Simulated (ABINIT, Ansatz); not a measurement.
Planning a run of ABINIT 10.8.3 on NaI (Fm-3m). The input:

```
acell 3*1.0 Angstrom
rprim 
  0.000000000000 3.236400000000 3.236400000000
  3.236400000000 -0.000000000000 3.236400000000
  3.236400000000 3.236400000000 -0.000000000000
ntypat 2
znucl 11 53
natom 2
typat 1 2
xred 
  0.000000000000 0.000000000000 0.000000000000
  0.500000000000 0.500000000000 0.500000000000
pp_dirpath "pseudos"
pseudos "Na.upf, I.upf"
ecut 38
ngkpt 4 4 4
nshiftk 1
shiftk 0 0 0
kptopt 1
chksymbreak 0
istwfk *1
occopt 1
irdwfk 1
optdriver 99
bs_calctype 1
mbpt_sciss 1.750 eV
bs_loband 6
nband 12
bs_exchange_term 1
bs_coulomb_term 21
bs_coupling 0
bs_algorithm 2
bs_freq_mesh 0 11 0.1 eV
zcut 0.15 eV
ecuteps 3.6
ecutwfn 19
inclvkb 2
mdf_epsinf 3.37
irdden 1
bs_haydock_niter 300
bs_haydock_tol -0.02 0
indata_prefix "in"
outdata_prefix "out"
tmpdata_prefix "tmp"
```

```sh
OMP_NUM_THREADS=1 mpirun -n 4 abinit run.abi > log
```

Q: How long will it take on 4 MPI ranks of Arm Neoverse V1, shared host, and how much memory?

It took 16 s; on shared hardware allow 8.2 s to 33 s. Peak host memory was 0.36 GiB.

The kernel grows as the square of the matrix size, and full diagonalisation as its cube.

[Paths, hosts, dates, memory and timing lines, banners, echoed tables and standing remarks are left out of the program output.]

[Logs are printed without paths, hosts, clocks, repeated set-up lines and the standing remarks that a program may print on its own settings, such as how far it seeks lower states.]

[Runs of the session that timed out or met a known fault of the program may be left out.]

[Hosts, paths, dates, database ids (printed as entryN), source tags and the programs' standing remarks are cut or masked in the printed files.]

[G0W0 gaps are taken among the corrected bands and points alone; a level outside them can change the order at an edge.]

[Where Ansatz stands beside ABINIT at settings called matched, ABINIT's density can come from a denser mesh and the files from another edition; pairs whose starting gaps differed by over 0.03 eV were left out, so agreement reads better than it is.]
